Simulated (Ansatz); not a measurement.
**TiC: response to strain**

Aim: deform TiC (equal xy, yz and zx engineering shear strains of +3 %) and compute stress, forces and field gradients with LAPW, PAW and all-electron datasets made for the crystal.

Program: Ansatz 0.2.0. Level of theory: DFT PBE, scalar-relativistic. These are calculated values, not measurements.

## (1) The system as given

Symmetry: Fm-3m, No. 225, cubic system. Conventional cell: a = 4.328 Å, b = 4.328 Å, c = 4.328 Å, α = 90.00°, β = 90.00°, γ = 90.00°. Ti (site symmetry m-3m) is surrounded by 6 C at 2.16 Å. Around C (site symmetry m-3m) lie 6 Ti at 2.16 Å.

Structure file:

```cif
data_structure
_symmetry_space_group_name_H-M 'Fm-3m'
_symmetry_Int_Tables_number 225
_cell_length_a 4.3280
_cell_length_b 4.3280
_cell_length_c 4.3280
_cell_angle_alpha 90.000
_cell_angle_beta 90.000
_cell_angle_gamma 90.000
_cell_volume 81.07
loop_
_atom_site_label
_atom_site_type_symbol
_atom_site_symmetry_multiplicity
_atom_site_Wyckoff_symbol
_atom_site_fract_x
_atom_site_fract_y
_atom_site_fract_z
_atom_site_occupancy
Ti1 Ti 4 a 0.00000 0.00000 0.00000 1
C1 C 4 b 0.50000 0.00000 0.00000 1
```

The file gives the conventional cell by its symmetry; the runs use the cell typed in the input.

Atoms are numbered in the order of the input: Ti1, C2.

## (2) After the deformation

Space group Fm-3m before, R-3m after.

## (3) LAPW, all electrons

The input, input.yaml:

```yaml
crystal:
  lattice:
    - [0.06492, 2.19646, 2.19646]
    - [2.19646, 0.06492, 2.19646]
    - [2.19646, 2.19646, 0.06492]
  atoms:
    - { symbol: Ti, position: [0.0, 0.0, 0.0] }
    - { symbol: C, position: [0.5, 0.5, 0.5] }
kpoints:
  mp_grid: { grid: [16, 16, 16] }
  band_path:
    path:
      - [0.0, 0.0, 0.0]
      - [0.5, 0.5, 0.5]
      - [0.2428775097, 0.5, 0.7571224903]
      - [-0.2428775097, 0.2428775097, 0.5]
      - [0.0, 0.0, 0.5]
      - [0.0, 0.0, 0.0]
      - [-0.3714387548, 0.0, 0.3714387548]
      - [0.0, 0.3714387548, 0.6285612452]
      - [0.0, 0.5, 0.5]
    npoints: 5
scf:
  occupations: { method: fermi_dirac, width: 0.03 }
hamiltonian:
  xc: pbe
  pseudopotentials: { kind: all_electron, lapw: { basis_error: 0.001 } }
output:
  forces: true
  stress: true
  eigenvalues: true
```

Run with:

```bash
ansatz run input.yaml --threads 1 --pin off --max-ram 3072MiB --backend cpu --events-out ev --progress --plain --runs-dir out
```

## (4) PAW with frozen cores

The input, input.yaml:

```yaml
crystal:
  lattice:
    - [0.06492, 2.19646, 2.19646]
    - [2.19646, 0.06492, 2.19646]
    - [2.19646, 2.19646, 0.06492]
  atoms:
    - { symbol: Ti, position: [0.0, 0.0, 0.0] }
    - { symbol: C, position: [0.5, 0.5, 0.5] }
kpoints:
  mp_grid: { grid: [16, 16, 16] }
scf:
  occupations: { method: fermi_dirac, width: 0.03 }
hamiltonian:
  xc: pbe
  pseudopotentials: { kind: paw }
output:
  forces: true
  stress: true
  eigenvalues: true
  efg: { contact_densities: true }
  write_density: true
  write_potential: true
  elf: true
  volumetric_format: npy
```

## (5) All-electron PAW on datasets made for the crystal

Edit input.yaml of step 4 so:

```diff
@@ -14,3 +14,3 @@
   xc: pbe
-  pseudopotentials: { kind: paw }
+  pseudopotentials: { kind: all_electron, datasets: crystal }
 output:
@@ -20,5 +20 @@
   efg: { contact_densities: true }
-  write_density: true
-  write_potential: true
-  elf: true
-  volumetric_format: npy
```

(Steps that only read results are left out.)

Before running it: what results should come out? Wanted: pressure; largest shear or deviatoric stress.

The runs gave:

| quantity | value |
| --- | --- |
| pressure | LAPW 1.04, PAW 1.06, crystal datasets 1.04 GPa |
| largest shear or deviatoric stress (LAPW) | 5.25 GPa |

**Reading.** The largest part of the stress beyond the pressure is 5.25 GPa in size; the atoms are carried along and not relaxed. No run of the undeformed cell stands beside it, so the pressure holds what the given cell had before the change. PAW: stress within 0.02 GPa of LAPW. Crystal datasets: stress within 0.01 GPa of LAPW.
